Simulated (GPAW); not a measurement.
# Nb (Im-3m) in GPAW: notebook

The runs below take Nb through single point, with PBE, r2SCAN.

All numbers are computed with GPAW 26.7.0; they aren't measurements. Logs are shortened: lines on timing, memory, paths and dates and some standing lists are left out, and cuts for length are marked. The log counts tension as positive stress, the text compression.

## 1. The structure

The structure is cubic, space group Im-3m (No. 229). The conventional cell has a = 3.328 Å, b = 3.328 Å, c = 3.328 Å, α = 90.00°, β = 90.00°, γ = 90.00°. Nb (site symmetry m-3m) has 8 Nb at 2.88 Å as nearest neighbours.

## 2. Single point, PBE

run.py reads:

```python
from ase.dft.bandgap import bandgap
from ase.io import read, write
from ase.units import GPa
from gpaw import GPAW, PW

atoms = read('POSCAR')

calc = GPAW(mode=PW(450),
            xc='PBE',
            kpts={'size': (9, 9, 9), 'gamma': True},
            occupations={'name': 'fermi-dirac', 'width': 0.05},
            nbands=15,
            maxiter=120,
            txt='gpaw.txt')
atoms.calc = calc
energy = atoms.get_potential_energy()
forces = atoms.get_forces()
stress = atoms.get_stress()
calc.write('gs.gpw')
write('result.traj', atoms)
print(f'Energy: {energy:.6f} eV')
print('Forces (eV/A):')
print(forces.round(4))
print('Stress (GPa):', (stress / GPa).round(3))
print('Fermi level:', round(calc.get_fermi_level(), 4), 'eV')
print(f'Gap: {bandgap(calc)[0]:.4f} eV, direct: {bandgap(calc, direct=True)[0]:.4f} eV')
```

POSCAR reads:

```
Nb
1.0
   -1.6639500000      1.6639500000      1.6639500000
    1.6639500000     -1.6639500000      1.6639500000
    1.6639500000      1.6639500000     -1.6639500000
Nb
1
Direct
    0.0000000000      0.0000000000      0.0000000000
```

Potentials or basis: GPAW PAW data sets (gpaw-data 1.2.1), pw.

Command:

```sh
$ OMP_NUM_THREADS=1 python run.py
```

gpaw.txt:

```text
__  _  _
 | _ |_)|_||  |
 |__||  | ||/\| - 26.7.0

Input parameters:
  mode=PW(ecut=450.00000000000006),
  kpts=MonkhorstPack(size=(9, 9, 9), gamma=True),
  maxiter=120,
  nbands=15,
  occupations=Occupations(name='fermi-dirac', width=0.05),
  xc=XC(name='PBE')

Diagonalizing LCAO Hamiltonian
Converting LCAO to pw mode

       Nb

Atoms  # Å, Bohr magnetons
|   | symbol |        x |        y |        z |    initial magnetic moments |
|---|--------|----------|----------|----------|-----------------------------|
| 0 |     Nb | 0.000000 | 0.000000 | 0.000000 | ( 0.0000,  0.0000,  0.0000) |

Unit cell  # Å
| periodic |         x |         y |         z |  lengths |     angles |
|----------|-----------|-----------|-----------|----------|------------|
|      yes | -1.663950 |  1.663950 |  1.663950 | 2.882046 | 109.471221 |
|      yes |  1.663950 | -1.663950 |  1.663950 | 2.882046 | 109.471221 |
|      yes |  1.663950 |  1.663950 | -1.663950 | 2.882046 | 109.471221 |

Number of symmetries: 48
Symmetry operations  # r_c * U_cc + t_c -> r_c
|    | kind |            matrix            |
|----|------|------------------------------|
|  0 |  σ   |  1, 1, 1,  0, 0,-1,  0,-1, 0 |
|  1 |  C4  |  1, 1, 1,  0, 0,-1, -1, 0, 0 |
|  2 |  C2  |  1, 1, 1,  0,-1, 0,  0, 0,-1 |
|  3 |  S6  |  1, 1, 1,  0,-1, 0, -1, 0, 0 |
|  4 |  S6  |  1, 1, 1, -1, 0, 0,  0, 0,-1 |
|  5 |  C4  |  1, 1, 1, -1, 0, 0,  0,-1, 0 |
|  6 |  E   |  1, 0, 0,  0, 1, 0,  0, 0, 1 |
|  7 |  σ   |  1, 0, 0,  0, 1, 0, -1,-1,-1 |
|  8 |  σ   |  1, 0, 0,  0, 0, 1,  0, 1, 0 |
|  9 |  C3  |  1, 0, 0,  0, 0, 1, -1,-1,-1 |
| 10 |  C3  |  1, 0, 0, -1,-1,-1,  0, 1, 0 |
| 11 |  σ   |  1, 0, 0, -1,-1,-1,  0, 0, 1 |
| 12 |  σ   |  0, 1, 0,  1, 0, 0,  0, 0, 1 |
| 13 |  C2  |  0, 1, 0,  1, 0, 0, -1,-1,-1 |
| 14 |  C3  |  0, 1, 0,  0, 0, 1,  1, 0, 0 |
| 15 |  S4  |  0, 1, 0,  0, 0, 1, -1,-1,-1 |
| 16 |  S4  |  0, 1, 0, -1,-1,-1,  1, 0, 0 |
| 17 |  C3  |  0, 1, 0, -1,-1,-1,  0, 0, 1 |
| 18 |  C3  |  0, 0, 1,  1, 0, 0,  0, 1, 0 |
| 19 |  S4  |  0, 0, 1,  1, 0, 0, -1,-1,-1 |
| 20 |  σ   |  0, 0, 1,  0, 1, 0,  1, 0, 0 |
| 21 |  C3  |  0, 0, 1,  0, 1, 0, -1,-1,-1 |
| 22 |  C2  |  0, 0, 1, -1,-1,-1,  1, 0, 0 |
| 23 |  S4  |  0, 0, 1, -1,-1,-1,  0, 1, 0 |
| 24 |  C4  |  0, 0,-1,  1, 1, 1,  0,-1, 0 |
| 25 |  σ   |  0, 0,-1,  1, 1, 1, -1, 0, 0 |
| 26 |  S6  |  0, 0,-1,  0,-1, 0,  1, 1, 1 |
| 27 |  C2  |  0, 0,-1,  0,-1, 0, -1, 0, 0 |
| 28 |  C4  |  0, 0,-1, -1, 0, 0,  1, 1, 1 |
| 29 |  S6  |  0, 0,-1, -1, 0, 0,  0,-1, 0 |
| 30 |  S6  |  0,-1, 0,  1, 1, 1,  0, 0,-1 |
| 31 |  C4  |  0,-1, 0,  1, 1, 1, -1, 0, 0 |
| 32 |  C4  |  0,-1, 0,  0, 0,-1,  1, 1, 1 |
| 33 |  S6  |  0,-1, 0,  0, 0,-1, -1, 0, 0 |
| 34 |  σ   |  0,-1, 0, -1, 0, 0,  1, 1, 1 |
| 35 |  C2  |  0,-1, 0, -1, 0, 0,  0, 0,-1 |
| 36 |  C2  | -1, 0, 0,  1, 1, 1,  0, 0,-1 |
| 37 |  S6  | -1, 0, 0,  1, 1, 1,  0,-1, 0 |
| 38 |  S6  | -1, 0, 0,  0, 0,-1,  1, 1, 1 |
| 39 |  C2  | -1, 0, 0,  0, 0,-1,  0,-1, 0 |
| 40 |  C2  | -1, 0, 0,  0,-1, 0,  1, 1, 1 |
| 41 |  i   | -1, 0, 0,  0,-1, 0,  0, 0,-1 |
| 42 |  S4  | -1,-1,-1,  1, 0, 0,  0, 1, 0 |
| 43 |  C3  | -1,-1,-1,  1, 0, 0,  0, 0, 1 |
| 44 |  C3  | -1,-1,-1,  0, 1, 0,  1, 0, 0 |
| 45 |  σ   | -1,-1,-1,  0, 1, 0,  0, 0, 1 |
| 46 |  S4  | -1,-1,-1,  0, 0, 1,  1, 0, 0 |
| 47 |  C2  | -1,-1,-1,  0, 0, 1,  0, 1, 0 |

BZ-sampling:
  Number of BZ points: 729
  Number of IBZ points: 35

  Monkhorst-Pack size: [9, 9, 9]
  Monkhorst-Pack shift: [0, 0, 0]

K-points  # in reciprocal-cell coordinates
|     |                                coordinates |     weight |
|-----|--------------------------------------------|------------|
|   0 | (  0.00000000,   0.00000000,   0.00000000) | 0.00137174 |
|   1 | (  0.11111111,   0.00000000,   0.00000000) | 0.01646091 |
|   2 | (  0.11111111,   0.11111111,  -0.11111111) | 0.00823045 |
|   3 | (  0.22222222,   0.00000000,  -0.11111111) | 0.03292181 |
|   4 | (  0.22222222,   0.00000000,   0.00000000) | 0.01646091 |
|   5 | (  0.22222222,   0.11111111,  -0.11111111) | 0.03292181 |
|   6 | (  0.22222222,   0.22222222,  -0.22222222) | 0.00823045 |
|   7 | (  0.33333333,  -0.11111111,  -0.11111111) | 0.01097394 |
|   8 | (  0.33333333,   0.00000000,  -0.11111111) | 0.06584362 |
|   9 | (  0.33333333,   0.00000000,   0.00000000) | 0.01646091 |
| ... |                                            |            |
|  34 | (  0.44444444,   0.44444444,   0.44444444) | 0.01097394 |

Plane wave coefficients: 414
Cutoff: 450.00000000000006 eV

Spin-components: 1 (collinear spins)
Bands:           15
Projectors:      6
Spin-degeneracy: 2
Datatype:        complex128

Parallelization:
  kpt:    1
  domain: 1
  band:   1

Density:
  Valence electrons: 13.0
  Components: 1
  Grid points: [15 15 15]
  Charge: 0.0  # |e|

Potential:
  Grid points: [15 15 15]

species:
  Nb:
    name:    Niobium
    Z:       41.0
    valence: 13
    core:    28
    charge:  0.0  # [|e|]
    compensation charges:
      type: gauss
      rc: 0.40  # [Å]
      lmax: 2
    cutoffs:
      filter: 2.35  # [Å]
      core: 1.51  # [Å]
    projectors
    | kind |    occ | energy [eV] | rcut [Å] |
    |------|--------|-------------|----------|
    |   4s |  2.000 |     -58.361 |    1.323 |
    |   5s |  1.000 |      -3.980 |    1.323 |
    |   4p |  6.000 |     -34.526 |    1.323 |
    |   5p |  0.000 |      -1.111 |    1.323 |
    |   4d |  4.000 |      -3.041 |    1.244 |
    |    d |        |      24.171 |    1.244 |

    Using partial waves for Nb as LCAO basis

Reference energy: -103906.147789  # eV

eigensolver:
  PPCG
  Converge bands: occupied
  niter=2

density mixing:
  MSR1-Mixer
  Pratt-step length: 0.05
  Maximum mixing coefficient: 0.75
  Old densities: 10
  SVD Regularization: 0.005
  Good broyden scale: 1.0
  Trust region scale: 1.0
  Backstep threshold: 4.0
  History deletion threshold: 6.0
  Fourier metric: weight=20.0, sigma=0.015

occupation numbers:
  Fermi-Dirac:
    width: 0.0500  # eV

poisson solver:
  ecut: 3600.0000000000005  # eV

xc functional:
  name: PBE with 2 nearest neighbor stencil

convergence criteria:
- Maximum [total energy] change in last 3 cyles: 0.0005 eV / valence electron
- Maximum integral of absolute [dens]ity change: 0.0001 electrons / valence electron
- Maximum integral of absolute [eigenst]ate change: 4e-08 eV^2 / valence electron
maximum number of iterations: 120

SCF iterations
|iter     | |      energy | eigst |  dens |
|---------|-|-------------|-------|-------|
|iter:   1| |  -10.967259 | -0.05 |       |
|iter:   2| |  -10.862594 | -2.67 | -1.02 |
|iter:   3| |  -10.354610 | -1.54 | -1.06 |
|iter:   4| |  -10.353235 | -3.07 | -1.78 |
|iter:   5| |  -10.353814c| -4.17 | -2.15 |
|iter:   6| |  -10.353817c| -6.00 | -3.44 |
|iter:   7| |  -10.353818c| -7.16 | -3.91 |
|iter:   8| |  -10.353818c| -8.46c| -5.20c|

Converged in 8 steps
Energy contributions relative to reference atoms: (reference = -103906.147789)

Energy contributions:
  Kinetic:          -2.623493
  Coulomb:          -2.244634
  Zero:             -0.030609
  External:          0.000000
  Xc:               -5.449012
  Entropy:          -0.012139
  Spinorbit:         0.000000
  ----------------------------
  Free energy:     -10.359888
  Extrapolated:    -10.353818

dipole moment: (-6.089560, -6.089560, -6.089560)  # |e|*Ang

Fermi level: 11.023
Eigenvalues  # (at kpt = [0.000, 0.000, 0.000])
| band index |      eig [eV] | occ [0-2] |
|------------|---------------|-----------|
|          0 |       -43.370 |     2.000 |
|          1 |       -18.769 |     2.000 |
|          2 |       -18.769 |     2.000 |
|          3 |       -18.769 |     2.000 |
|          4 |         5.164 |     2.000 |
|          5 |        11.398 |     0.001 |
|          6 |        11.398 |     0.001 |
|          7 |        11.398 |     0.001 |
|          8 |        14.216 |     0.000 |
|          9 |        14.216 |     0.000 |
|         10 |        25.376 |     0.000 |
|         11 |        25.376 |     0.000 |
|         12 |        25.376 |     0.000 |
|        ... |               |           |
|         14 |        35.601 |     0.000 |

No gap
No difference between direct/indirect transitions

Forces  # eV/Ang
|        x |        y |        z |
|----------|----------|----------|
| -0.00000 | -0.00000 | -0.00000 |  # Nb   0

Stress tensor  # eV/Ang^3
|        x |         y |         z |
|----------|-----------|-----------|
| 0.023820 |  0.000000 |  0.000000 |
| 0.000000 |  0.023820 | -0.000000 |
| 0.000000 | -0.000000 |  0.023820 |

# Writing to gs.gpw (mode='')
```

It took 4.3 s on 1 thread of Arm Neoverse V2, shared host; peak memory 0.13 GiB.

What came out:

| Quantity | Value |
| --- | --- |
| Free energy | -10.3599 eV |
| Pressure | -3.8 GPa |
| Band gap on the k mesh | none (metal or under the smearing width) |

Caveat: the cutoff is short for stress and forces, so pressures can be off by a GPa or more.

## 3. Single point, r2SCAN

Edit run.py of step 2 so:

```diff
@@ -1 +1,3 @@
+import spglib
+from ase import Atoms
 from ase.dft.bandgap import bandgap
@@ -5,6 +7,9 @@
 
-atoms = read('POSCAR')
+atoms = read('Nb.cif')
+cell, positions, numbers = spglib.find_primitive(
+    (atoms.cell[:], atoms.get_scaled_positions(), atoms.numbers), symprec=1e-4)
+atoms = Atoms(numbers, cell=cell, scaled_positions=positions, pbc=True)
 
-calc = GPAW(mode=PW(450),
-            xc='PBE',
+calc = GPAW(mode=PW(500),
+            xc='MGGA_X_R2SCAN+MGGA_C_R2SCAN',
             kpts={'size': (9, 9, 9), 'gamma': True},
```

Nb.cif reads:

```cif
data_Nb
_cell_length_a 3.32790000
_cell_length_b 3.32790000
_cell_length_c 3.32790000
_cell_angle_alpha 90.00000000
_cell_angle_beta 90.00000000
_cell_angle_gamma 90.00000000
_space_group_name_H-M_alt 'Im-3m'
_space_group_name_Hall '-I 4 2 3'
_space_group_IT_number 229
loop_
_space_group_symop_operation_xyz
'x,y,z'
'-x,-y,-z'
'-y,x,z'
'y,-x,-z'
'-x,-y,z'
'x,y,-z'
'y,-x,z'
'-y,x,-z'
'x,-y,-z'
'-x,y,z'
'-y,-x,-z'
'y,x,z'
'-x,y,-z'
'x,-y,z'
'y,x,-z'
'-y,-x,z'
'z,x,y'
'-z,-x,-y'
'z,-y,x'
'-z,y,-x'
'z,-x,-y'
'-z,x,y'
'z,y,-x'
'-z,-y,x'
'-z,x,-y'
'z,-x,y'
'-z,-y,-x'
'z,y,x'
'-z,-x,y'
'z,x,-y'
'-z,y,x'
'z,-y,-x'
'y,z,x'
'-y,-z,-x'
'x,z,-y'
'-x,-z,y'
'-y,z,-x'
'y,-z,x'
'-x,z,y'
'x,-z,-y'
'-y,-z,x'
'y,z,-x'
'-x,-z,-y'
'x,z,y'
'y,-z,-x'
'-y,z,x'
'x,-z,y'
'-x,z,-y'
'x+1/2,y+1/2,z+1/2'
'-x+1/2,-y+1/2,-z+1/2'
'-y+1/2,x+1/2,z+1/2'
'y+1/2,-x+1/2,-z+1/2'
'-x+1/2,-y+1/2,z+1/2'
'x+1/2,y+1/2,-z+1/2'
'y+1/2,-x+1/2,z+1/2'
'-y+1/2,x+1/2,-z+1/2'
'x+1/2,-y+1/2,-z+1/2'
'-x+1/2,y+1/2,z+1/2'
'-y+1/2,-x+1/2,-z+1/2'
'y+1/2,x+1/2,z+1/2'
'-x+1/2,y+1/2,-z+1/2'
'x+1/2,-y+1/2,z+1/2'
'y+1/2,x+1/2,-z+1/2'
'-y+1/2,-x+1/2,z+1/2'
'z+1/2,x+1/2,y+1/2'
'-z+1/2,-x+1/2,-y+1/2'
'z+1/2,-y+1/2,x+1/2'
'-z+1/2,y+1/2,-x+1/2'
'z+1/2,-x+1/2,-y+1/2'
'-z+1/2,x+1/2,y+1/2'
'z+1/2,y+1/2,-x+1/2'
'-z+1/2,-y+1/2,x+1/2'
'-z+1/2,x+1/2,-y+1/2'
'z+1/2,-x+1/2,y+1/2'
'-z+1/2,-y+1/2,-x+1/2'
'z+1/2,y+1/2,x+1/2'
'-z+1/2,-x+1/2,y+1/2'
'z+1/2,x+1/2,-y+1/2'
'-z+1/2,y+1/2,x+1/2'
'z+1/2,-y+1/2,-x+1/2'
'y+1/2,z+1/2,x+1/2'
'-y+1/2,-z+1/2,-x+1/2'
'x+1/2,z+1/2,-y+1/2'
'-x+1/2,-z+1/2,y+1/2'
'-y+1/2,z+1/2,-x+1/2'
'y+1/2,-z+1/2,x+1/2'
'-x+1/2,z+1/2,y+1/2'
'x+1/2,-z+1/2,-y+1/2'
'-y+1/2,-z+1/2,x+1/2'
'y+1/2,z+1/2,-x+1/2'
'-x+1/2,-z+1/2,-y+1/2'
'x+1/2,z+1/2,y+1/2'
'y+1/2,-z+1/2,-x+1/2'
'-y+1/2,z+1/2,x+1/2'
'x+1/2,-z+1/2,y+1/2'
'-x+1/2,z+1/2,-y+1/2'
loop_
_atom_site_label
_atom_site_type_symbol
_atom_site_symmetry_multiplicity
_atom_site_Wyckoff_symbol
_atom_site_fract_x
_atom_site_fract_y
_atom_site_fract_z
_atom_site_occupancy
Nb1 Nb 2 a 0.0000000000 0.0000000000 0.0000000000 1
```

Potentials or basis: GPAW PAW data sets (gpaw-data 1.2.1), pw.

Command:

```sh
$ OMP_NUM_THREADS=1 python run.py
```

gpaw.txt:

```text
__  _  _
 | _ |_)|_||  |
 |__||  | ||/\| - 26.7.0

Input parameters:
  mode=PW(ecut=500.0),
  kpts=MonkhorstPack(size=(9, 9, 9), gamma=True),
  maxiter=120,
  nbands=15,
  occupations=Occupations(name='fermi-dirac', width=0.05),
  xc=XC(name='MGGA_X_R2SCAN+MGGA_C_R2SCAN')

Diagonalizing LCAO Hamiltonian
Converting LCAO to pw mode

       Nb

Atoms  # Å, Bohr magnetons
|   | symbol |        x |        y |        z |    initial magnetic moments |
|---|--------|----------|----------|----------|-----------------------------|
| 0 |     Nb | 0.000000 | 0.000000 | 0.000000 | ( 0.0000,  0.0000,  0.0000) |

Unit cell  # Å
| periodic |         x |         y |         z |  lengths |     angles |
|----------|-----------|-----------|-----------|----------|------------|
|      yes | -1.663950 |  1.663950 |  1.663950 | 2.882046 | 109.471221 |
|      yes |  1.663950 | -1.663950 |  1.663950 | 2.882046 | 109.471221 |
|      yes |  1.663950 |  1.663950 | -1.663950 | 2.882046 | 109.471221 |

Number of symmetries: 48
Symmetry operations  # r_c * U_cc + t_c -> r_c
|    | kind |            matrix            |
|----|------|------------------------------|
|  0 |  σ   |  1, 1, 1,  0, 0,-1,  0,-1, 0 |
|  1 |  C4  |  1, 1, 1,  0, 0,-1, -1, 0, 0 |
|  2 |  C2  |  1, 1, 1,  0,-1, 0,  0, 0,-1 |
|  3 |  S6  |  1, 1, 1,  0,-1, 0, -1, 0, 0 |
|  4 |  S6  |  1, 1, 1, -1, 0, 0,  0, 0,-1 |
|  5 |  C4  |  1, 1, 1, -1, 0, 0,  0,-1, 0 |
|  6 |  E   |  1, 0, 0,  0, 1, 0,  0, 0, 1 |
|  7 |  σ   |  1, 0, 0,  0, 1, 0, -1,-1,-1 |
|  8 |  σ   |  1, 0, 0,  0, 0, 1,  0, 1, 0 |
|  9 |  C3  |  1, 0, 0,  0, 0, 1, -1,-1,-1 |
| 10 |  C3  |  1, 0, 0, -1,-1,-1,  0, 1, 0 |
[... 144 lines left out ...]

SCF iterations
|iter     | |      energy | eigst |  dens |
|---------|-|-------------|-------|-------|
|iter:   1| |  -26.331450 | +0.10 |       |
|iter:   2| |  -22.087068 | -1.76 | -1.02 |
|iter:   3| |  -21.792214 | -1.67 | -1.07 |
|iter:   4| |  -21.769731 | -1.99 | -1.45 |
|iter:   5| |  -21.776455 | -3.31 | -2.16 |
|iter:   6| |  -21.777329 | -3.97 | -2.59 |
|iter:   7| |  -21.777331c| -6.65 | -3.72 |
|iter:   8| |  -21.777330c| -7.21 | -4.07c|
|iter:   9| |  -21.777330c| -7.76c| -4.91c|

Converged in 9 steps
Energy contributions relative to reference atoms: (reference = -103906.147789)

Energy contributions:
  Kinetic:          -7.217585
  Coulomb:           2.128691
  Zero:             -0.076599
  External:          0.000000
  Xc:              -16.606319
  Entropy:          -0.011035
  Spinorbit:         0.000000
  ----------------------------
  Free energy:     -21.782848
  Extrapolated:    -21.777330

dipole moment: (-6.098838, -6.098838, -6.098838)  # |e|*Ang

Fermi level: 10.986
Eigenvalues  # (at kpt = [0.000, 0.000, 0.000])
| band index |      eig [eV] | occ [0-2] |
|------------|---------------|-----------|
|          0 |       -45.203 |     2.000 |
|          1 |       -19.835 |     2.000 |
|          2 |       -19.835 |     2.000 |
|          3 |       -19.835 |     2.000 |
|          4 |         4.771 |     2.000 |
|          5 |        11.430 |     0.000 |
|          6 |        11.430 |     0.000 |
|          7 |        11.430 |     0.000 |
|          8 |        14.468 |     0.000 |
|          9 |        14.468 |     0.000 |
|         10 |        26.073 |     0.000 |
|         11 |        26.073 |     0.000 |
|         12 |        26.073 |     0.000 |
|        ... |               |           |
|         14 |        36.685 |     0.000 |

No gap
No difference between direct/indirect transitions

Forces  # eV/Ang
|        x |       y |       z |
|----------|---------|---------|
| -0.00000 | 0.00000 | 0.00000 |  # Nb   0

Stress tensor  # eV/Ang^3
|         x |         y |         z |
|-----------|-----------|-----------|
|  0.026475 | -0.000000 | -0.000000 |
| -0.000000 |  0.026475 | -0.000000 |
| -0.000000 | -0.000000 |  0.026475 |

# Writing to gs.gpw (mode='')
```

It took 11 s on 1 thread of Arm Neoverse V2, shared host; peak memory 0.22 GiB.

What came out:

| Item | Value |
| --- | --- |
| Free energy | -21.7828 eV |
| Pressure | -4.2 GPa |
| Band gap on the k mesh | none (metal or under the smearing width) |

Levels at points of the mesh, in eV from the Fermi level:
| k point | band 3 | band 4 | band 5 | band 6 | band 7 | band 8 | band 9 | band 10 |
| --- | --- | --- | --- | --- | --- | --- | --- | --- |
| (0.00, 0.00, 0.00) | -30.82 | -30.82 | -6.21 | 0.44 | 0.44 | 0.44 | 3.48 | 3.48 |

Caveat: the cutoff is short for stress and forces, so pressures can be off by a GPa or more; the PAW data sets were made with another functional, which shifts forces and pressure a little.
